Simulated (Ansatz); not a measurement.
# H started on an O site and an Al vacancy in corundum Al2O3, 119 atoms, charge 0

Wanted: geometry, formation energy and gap levels of the defect, compared across PBEsol and HSE06.

All numbers are computed with Ansatz 0.2.0 (PAW, plane waves).

### 1 Starting point

119 atoms (47 Al, 71 O, 1 H); a = 9.548 Å, b = 9.548 Å, c = 13.014 Å, α = 90.00°, β = 90.00°, γ = 120.00°. All atoms were shaken off their sites by about 0.02 Å along each axis. Defect site 1: (0.680, 0.514, 0.583). Defect site 2: (0.667, 0.333, 0.519). Starting moments add up to 2 μB.

Plan of the steps: (2) PBEsol relaxation at the single k point (¼, ¼, ¼), on 1 × NVIDIA GB300 Max-Q with 8 threads of Arm Neoverse-V2; (3) HSE06 single point at the single k point (¼, ¼, ¼), on 1 × NVIDIA GB300 Max-Q with 8 threads of Arm Neoverse-V2.

### 2 PBEsol relaxation in the fixed cell

in.yaml

```yaml
crystal:
  lattice:
    - [9.547862, 0.000000, 0.000000]
    - [-4.773931, 8.268691, 0.000000]
    - [0.000000, 0.000000, 13.013576]
  atoms:
    - { symbol: Al, position: [0.338814, 0.172686, 0.190024] }
    - { symbol: Al, position: [0.328716, 0.664437, 0.184268] }
    - { symbol: Al, position: [0.831376, 0.166457, 0.186393] }
    - { symbol: Al, position: [0.837454, 0.667879, 0.182565] }
    - { symbol: Al, position: [0.166102, 0.335609, 0.019231] }
    - { symbol: Al, position: [0.169547, 0.830232, 0.018864] }
    - { symbol: Al, position: [0.666983, 0.332378, 0.021111] }
    - { symbol: Al, position: [0.661953, 0.832407, 0.019408] }
    - { symbol: Al, position: [0.166550, 0.335303, 0.313906] }
    - { symbol: Al, position: [0.164917, 0.834600, 0.311799] }
    - { symbol: Al, position: [0.669066, 0.335026, 0.312712] }
    - { symbol: Al, position: [0.663823, 0.830544, 0.314366] }
    - { symbol: Al, position: [0.163299, 0.329876, 0.519151] }
    - { symbol: Al, position: [0.169163, 0.833001, 0.518362] }
    - { symbol: Al, position: [0.665856, 0.832433, 0.518459] }
    - { symbol: Al, position: [0.998476, 0.998368, 0.352776] }
    - { symbol: Al, position: [0.005917, 0.499642, 0.351320] }
    - { symbol: Al, position: [0.501467, 0.998781, 0.352670] }
    - { symbol: Al, position: [0.498324, 0.499689, 0.354837] }
    - { symbol: Al, position: [0.000005, 0.998123, 0.151229] }
    - { symbol: Al, position: [0.995520, 0.496435, 0.147546] }
    - { symbol: Al, position: [0.502292, 0.001628, 0.148243] }
    - { symbol: Al, position: [0.500428, 0.497198, 0.145545] }
    - { symbol: Al, position: [0.000901, 0.999857, 0.646027] }
    - { symbol: Al, position: [0.999409, 0.500708, 0.648232] }
    - { symbol: Al, position: [0.499893, 0.999657, 0.649884] }
    - { symbol: Al, position: [0.504054, 0.501556, 0.646120], spin: 0.222 }
    - { symbol: Al, position: [0.001943, 0.003183, 0.853408] }
    - { symbol: Al, position: [0.999565, 0.504583, 0.852913] }
    - { symbol: Al, position: [0.500498, 0.002618, 0.850911] }
    - { symbol: Al, position: [0.500384, 0.501057, 0.850485] }
    - { symbol: Al, position: [0.337138, 0.169939, 0.689066] }
    - { symbol: Al, position: [0.336341, 0.668905, 0.685118] }
    - { symbol: Al, position: [0.833552, 0.165268, 0.685404] }
    - { symbol: Al, position: [0.837269, 0.668398, 0.686457], spin: 0.222 }
    - { symbol: Al, position: [0.331262, 0.166055, 0.483347] }
    - { symbol: Al, position: [0.334570, 0.665706, 0.483178] }
    - { symbol: Al, position: [0.830649, 0.166034, 0.479666] }
    - { symbol: Al, position: [0.836069, 0.669774, 0.481256], spin: 0.222 }
    - { symbol: Al, position: [0.332242, 0.164349, 0.980515] }
    - { symbol: Al, position: [0.333055, 0.665761, 0.984319] }
    - { symbol: Al, position: [0.835273, 0.169442, 0.982745] }
    - { symbol: Al, position: [0.830701, 0.666210, 0.979549] }
    - { symbol: Al, position: [0.167813, 0.333571, 0.816036] }
    - { symbol: Al, position: [0.167227, 0.833368, 0.816654] }
    - { symbol: Al, position: [0.671896, 0.336214, 0.815680] }
    - { symbol: Al, position: [0.667056, 0.831320, 0.812866] }
    - { symbol: O, position: [0.151977, 0.998277, 0.249870] }
    - { symbol: O, position: [0.149273, 0.496366, 0.248322] }
    - { symbol: O, position: [0.653425, 0.999365, 0.249055] }
    - { symbol: O, position: [0.647539, 0.497639, 0.249884] }
    - { symbol: O, position: [0.331899, 0.016764, 0.081311] }
    - { symbol: O, position: [0.332692, 0.512074, 0.082643] }
    - { symbol: O, position: [0.833976, 0.013442, 0.082895] }
    - { symbol: O, position: [0.832750, 0.511343, 0.081151] }
    - { symbol: O, position: [0.998661, 0.155519, 0.247409] }
    - { symbol: O, position: [0.992614, 0.646752, 0.250174] }
    - { symbol: O, position: [0.499872, 0.150557, 0.249895] }
    - { symbol: O, position: [0.502175, 0.655299, 0.250171] }
    - { symbol: O, position: [0.343240, 0.346212, 0.252206] }
    - { symbol: O, position: [0.350240, 0.849327, 0.250022] }
    - { symbol: O, position: [0.851098, 0.349494, 0.251037] }
    - { symbol: O, position: [0.845425, 0.843160, 0.251308] }
    - { symbol: O, position: [0.182177, 0.164742, 0.081860] }
    - { symbol: O, position: [0.182015, 0.669427, 0.086077] }
    - { symbol: O, position: [0.681960, 0.165796, 0.083623] }
    - { symbol: O, position: [0.682452, 0.667657, 0.083435] }
    - { symbol: O, position: [0.177609, 0.012815, 0.583088] }
    - { symbol: O, position: [0.178760, 0.512373, 0.585790] }
    - { symbol: O, position: [0.680706, 0.016264, 0.584781] }
    - { symbol: O, position: [0.162966, 0.178369, 0.415003] }
    - { symbol: O, position: [0.166626, 0.679817, 0.419110] }
    - { symbol: O, position: [0.664522, 0.180822, 0.415112], spin: 0.222 }
    - { symbol: O, position: [0.670337, 0.679919, 0.415555] }
    - { symbol: O, position: [0.015708, 0.336523, 0.417392] }
    - { symbol: O, position: [0.015881, 0.835932, 0.416326] }
    - { symbol: O, position: [0.513300, 0.333603, 0.414289], spin: 0.222 }
    - { symbol: O, position: [0.512121, 0.833062, 0.417439] }
    - { symbol: O, position: [0.012502, 0.180268, 0.916323] }
    - { symbol: O, position: [0.016610, 0.683476, 0.918067] }
    - { symbol: O, position: [0.519724, 0.184912, 0.913857] }
    - { symbol: O, position: [0.515632, 0.679131, 0.918535] }
    - { symbol: O, position: [0.995908, 0.346510, 0.752099] }
    - { symbol: O, position: [0.000380, 0.845890, 0.750510] }
    - { symbol: O, position: [0.497733, 0.344805, 0.750370] }
    - { symbol: O, position: [0.503198, 0.846124, 0.749185] }
    - { symbol: O, position: [0.484572, 0.323803, 0.082313] }
    - { symbol: O, position: [0.487113, 0.821842, 0.082112] }
    - { symbol: O, position: [0.987350, 0.316296, 0.082944] }
    - { symbol: O, position: [0.987540, 0.822747, 0.081632] }
    - { symbol: O, position: [0.482984, 0.162890, 0.584078], spin: 0.222 }
    - { symbol: O, position: [0.482606, 0.662618, 0.583032] }
    - { symbol: O, position: [0.987348, 0.165869, 0.583803] }
    - { symbol: O, position: [0.987466, 0.668890, 0.582043] }
    - { symbol: O, position: [0.335115, 0.321115, 0.582692] }
    - { symbol: O, position: [0.334720, 0.817845, 0.585221] }
    - { symbol: O, position: [0.835009, 0.319155, 0.583668], spin: 0.222 }
    - { symbol: O, position: [0.834425, 0.818323, 0.585413] }
    - { symbol: O, position: [0.317130, 0.483225, 0.416348] }
    - { symbol: O, position: [0.322647, 0.987176, 0.416027] }
    - { symbol: O, position: [0.823024, 0.489502, 0.417729], spin: 0.222 }
    - { symbol: O, position: [0.817552, 0.985703, 0.418374] }
    - { symbol: O, position: [0.319186, 0.331439, 0.917392] }
    - { symbol: O, position: [0.323696, 0.830629, 0.918311] }
    - { symbol: O, position: [0.817148, 0.331578, 0.918091] }
    - { symbol: O, position: [0.815486, 0.832853, 0.913543] }
    - { symbol: O, position: [0.347496, 0.001454, 0.748404] }
    - { symbol: O, position: [0.353725, 0.506893, 0.746814] }
    - { symbol: O, position: [0.845217, 0.998384, 0.751173] }
    - { symbol: O, position: [0.845140, 0.504331, 0.750279] }
    - { symbol: O, position: [0.151330, 0.150811, 0.747867] }
    - { symbol: O, position: [0.153645, 0.651536, 0.749064] }
    - { symbol: O, position: [0.656877, 0.155497, 0.747781] }
    - { symbol: O, position: [0.651772, 0.652140, 0.747239] }
    - { symbol: O, position: [0.165265, 0.481120, 0.916799] }
    - { symbol: O, position: [0.166879, 0.989998, 0.914145] }
    - { symbol: O, position: [0.667516, 0.484729, 0.915734] }
    - { symbol: O, position: [0.666227, 0.988711, 0.913675] }
    - { symbol: H, position: [0.680176, 0.510881, 0.584278], spin: 0.222 }
  symmetry: { detect: false }
kpoints:
  mp_grid: { grid: [1, 1, 1], shift: [0.25, 0.25, 0.25] }
hamiltonian:
  xc: pbesol
magnetization:
  spin_polarized: true
scf:
  occupations: { method: fermi_dirac, width: 0.01 }
relax:
  f_tol: 0.03
  max_steps: 80
  escape_saddle: false
  adjacent_minimum: "off"
output:
  forces: true
  eigenvalues: true
  populations: true
```

Command:

```sh
> ansatz run in.yaml --threads 8 --pin off --max-ram 118750MiB --runs-dir r --events-out ev --progress --plain --backend cuda --devices 0,
```

After this run come: HSE06 single point.

Before running it: what results should come out? Wanted: for each run, formation energy; host gap; top filled to lowest empty; moment.

**Answer**, as computed:

| level | time | formation energy (eV) | host gap (eV) | top filled to lowest empty (eV) | moment (μB) |
| --- | --- | --- | --- | --- | --- |
| PBEsol, relaxation | 20 s (GPU) | 13.92 | 6.03 | none | 2.00 |
| HSE06 | 1.8 min (GPU) | 15.18 | 8.00 | 0.59 | 2.00 |

```
            quantity                             value
          relaxation  8 recorded steps, 2.42 eV gained
       largest shift                     0.17 Å (H119)
largest local moment                     +0.55 μB on O
```

**What this shows.** The relaxation lowers the energy by 2.42 eV; the largest shift is 0.17 Å (H119). The formation energy goes from 13.92 eV (PBEsol) to 15.18 eV (HSE06). The reservoirs are the elements' reference phases; where the defect changes the composition, the value depends on that choice. HSE06 puts 7 localised levels over 0.1 eV inside the gap, at 0.37 (filled), 0.41 (filled), 0.48 (filled), 0.67 (filled) eV (the lowest four), the tightest of them shared by about 4 atoms. PBEsol leaves levels partly filled (a spacing under the smearing width does that too), while HSE06 opens a spacing of 0.59 eV. The host's edges were read at Γ, so band-like levels at this k point need not coincide with them. Finite-cell errors of some tenths of an eV remain in such numbers.
